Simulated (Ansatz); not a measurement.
# Acetone (C3H6O): how energies converge with the basis set

Aim: see how fast density functionals converge with the basis set for acetone (C3H6O).

Program: Ansatz 0.2.0, Gaussian basis. Level of theory: one geometry, several basis sets. These are calculated values, not measurements.

Levels to be run: PBE0-D4/def2-SVP; ωB97M-V/def2-SVP; PBE0-D4/def2-QZVPP; ωB97M-V/def2-QZVPP; the functionals' def2-TZVPP values are taken from earlier runs.

**1. The geometry**

An earlier PBE0-D4 in a triple-zeta def2 set relaxation fixed the geometry.

10 atoms, charge 0, spin multiplicity 1.

Atoms are counted from 1 here; the program's logs count them from 0.

Bond lengths: C1–C2 1.506 Å, C1–H5 1.093 Å, C1–H6 1.094 Å, C1–H7 1.088 Å, C2–C3 1.506 Å, C2–O4 1.206 Å, C3–H8 1.094 Å, C3–H9 1.088 Å, C3–H10 1.093 Å. Angles: C2–C1–H5 110.6°, C2–C1–H6 109.7°, C2–C1–H7 110.1°, H5–C1–H6 106.8°, H5–C1–H7 110.1°, H6–C1–H7 109.5°, C1–C2–C3 116.4°, C1–C2–O4 121.8°, C3–C2–O4 121.8°, C2–C3–H8 109.7°, C2–C3–H9 110.1°, C2–C3–H10 110.6°, H8–C3–H9 109.5°, H8–C3–H10 106.8°, H9–C3–H10 110.1°.

**2. PBE0-D4 in def2-SVP**

The input, in.yaml:

```yaml
crystal:
  periodic: [false, false, false]
  atoms:
    - {symbol: C, position_ang: [-0.763494, 0.843730, -0.605477]}
    - {symbol: C, position_ang: [0.498045, 0.046709, -0.400593]}
    - {symbol: C, position_ang: [0.525133, -0.866202, 0.797142]}
    - {symbol: O, position_ang: [1.435022, 0.134763, -1.154115]}
    - {symbol: H, position_ang: [-1.637345, 0.186549, -0.611308]}
    - {symbol: H, position_ang: [-0.898528, 1.540773, 0.227049]}
    - {symbol: H, position_ang: [-0.707841, 1.399416, -1.539551]}
    - {symbol: H, position_ang: [-0.233860, -1.646081, 0.683632]}
    - {symbol: H, position_ang: [1.506749, -1.325623, 0.895784]}
    - {symbol: H, position_ang: [0.276110, -0.314035, 1.707448]}
basis:
  gaussian: {orbitals: def2-SVP}
hamiltonian: {xc: pbe0, dispersion: d4}
output: {orbitals: {seedname: orbitals}}
```

After this run come: ωB97M-V in def2-SVP; PBE0-D4 in def2-QZVPP; ωB97M-V in def2-QZVPP.

**Question.** What will the summary of the whole plan be? Wanted: PBE0-D4: double and triple zeta above quadruple; ωB97M-V: double and triple zeta above quadruple.

As calculated:

```
                                       quantity          value
PBE0-D4: double and triple zeta above quadruple  6.26, 0.30 eV
ωB97M-V: double and triple zeta above quadruple  6.54, 0.29 eV
```

**Reading.** For PBE0-D4 the step from double to triple zeta gains 5.96 eV and the next only 0.30 eV. Total energies overstate the basis error of differences, where much of it tends to cancel. The LUMO of ωB97M-V is positive and keeps falling with the basis (2.21 to 1.64 eV): an unbound level that the basis holds in place.
